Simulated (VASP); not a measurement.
A run of VASP 6.6.1:

File INCAR:

```
  ALGO = Normal
  EDIFF = 1E-6
  EDIFFG = -0.01
  ENCUT = 600
  GGA = PE
  IBRION = 2
  ISIF = 3
  ISMEAR = 0
  LASPH = T
  LCHARG = F
  LREAL = F
  LWAVE = F
  NELM = 80
  NSW = 90
  PREC = Accurate
  SIGMA = 0.03
```

KPOINTS

```
k-points
0
Gamma
  12 12 6
```

Contents of POSCAR:

```
AlN
1.0
    3.1130000000      0.0000000000      0.0000000000
   -1.5565000000      2.6959370820      0.0000000000
    0.0000000000      0.0000000000      4.9810000000
Al N
2 2
Direct
    0.3333333333      0.6666666667      0.0000000000
    0.6666666667      0.3333333333      0.5000000000
    0.3333333333      0.6666666667      0.3800000000
    0.6666666667      0.3333333333      0.8800000000
```

Potentials or basis: VASP PAW PBE potentials, release 64 (Al, N).

Run with:

```bash
$ cat potpaw_PBE.64/Al/POTCAR potpaw_PBE.64/N/POTCAR > POTCAR
$ mpirun -np 1 vasp_std > vasp.out
```

Hardware: 1 thread of Intel(R) Xeon(R) Platinum 8375C CPU @ 2.90GHz (Ice Lake) (shared host).

Question: Estimate the wall time of this run.

Answer: Run time: 2.6 min on 1 thread of Intel(R) Xeon(R) Platinum 8375C CPU @ 2.90GHz (Ice Lake) (shared host), peak memory 0.2 GiB. Counts: scf iterations 26, k points 76, ion steps 3.
